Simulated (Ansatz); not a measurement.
Runs of Ansatz 0.2.0 on CuO. The typed cell holds 8 atoms: a = 2.900 Å, b = 5.129 Å, c = 5.643 Å, α = 93.94°, β = 101.64°, γ = 97.69°. 

```csv
task,level,U,cell,k mesh,points for each segment of the path,hubbard projectors,double counting,mesh quality,gap on the mesh (eV),pressure (GPa),relaxed volume (Å³/atom),largest force (eV/Å)
relaxation of cell and atoms,BLYP,-,relaxed,9 × 5 × 5,-,-,-,not flagged,none,0.0,(a),-
band structure,LDA+U,Cu d U = 5.3 eV,as given,9 × 5 × 5,10,ortho-atomic (the default),fll (the default),not flagged,none,-3.8,-,2.45
relaxation of cell and atoms,PBEsol,-,relaxed,9 × 5 × 5,-,-,-,not flagged,none,0.0,(b),-
single point,PBE,-,as given,4 × 3 × 2,-,-,-,coarse,none,9.0,-,2.56
```

Alike in all rows: potentials or basis Ansatz PAW; no spin polarisation; cutoff (eV) 420; smearing fermi-dirac 0.05 eV.

Q: Fill in the values left out.

A: (a) 11.65; (b) 10.67.

Caveats: some runs use coarse meshes; the run has no spin polarisation, though such a crystal can be magnetic; semilocal functionals often make such compounds metallic where correlation or magnetic order opens a gap, which also shifts bond lengths (some runs); the PAW data sets come from PBE, with cores solved anew for the run's functional, which leaves a small shift of forces and pressure (some runs); the plane-wave basis is chosen anew once the cell has moved, so the energies of steps on either side of that aren't comparable (some runs); forces of over 1 eV/Å show positions far from the minimum, so gaps and moduli don't describe the material at rest (some runs); the volume moved by +15 % from the deposited cell, more than functionals usually miss (some runs); U without spin polarisation on a metal has little footing (some runs).

A gap of «none» marks a metal or a gap under the smearing width.
